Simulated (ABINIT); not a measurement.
The system is PbS.

```
Pb S
1.0
     2.07995   -5.99130    0.00000
     2.07995    5.99130    0.00000
     0.00000    0.00000    4.27932
Pb S
2 2
Direct
  0.13056 0.86944 0.25000
  0.86944 0.13056 0.75000
  0.35480 0.64520 0.25000
  0.64520 0.35480 0.75000
```

Measurements of this composition are mostly on another form, of space group No. 225.

Base run:

```yaml
Program: ABINIT 10.8.3 (patched build)
Functional: PBE
Potentials_or_basis: PseudoDojo NC SR PBE v0.4.1 standard
Cutoff: 653 eV
k_mesh: 5 × 5 × 4
Occupations: fermi-dirac, width 0.05 eV
Spin: no spin polarisation
```

Its results: band gap on the k mesh 1.29 eV, indirect (least direct gap 1.30 eV); largest force 0.119 eV/Å.

Q: The run is repeated on the same cell with these changes: functional from PBE to PBEsol; potentials or basis from PseudoDojo NC SR PBE v0.4.1 standard to PseudoDojo NC SR PBEsol v0.4.1 standard. What comes out?

A: Band gap on the k mesh 1.19 eV, direct; largest force 0.029 eV/Å.

Caveats: spin-orbit coupling is left out, which as a rule narrows the gap of such compounds by several tenths of an eV; an odd mesh through Γ misses points on the zone boundary, where band edges often lie.
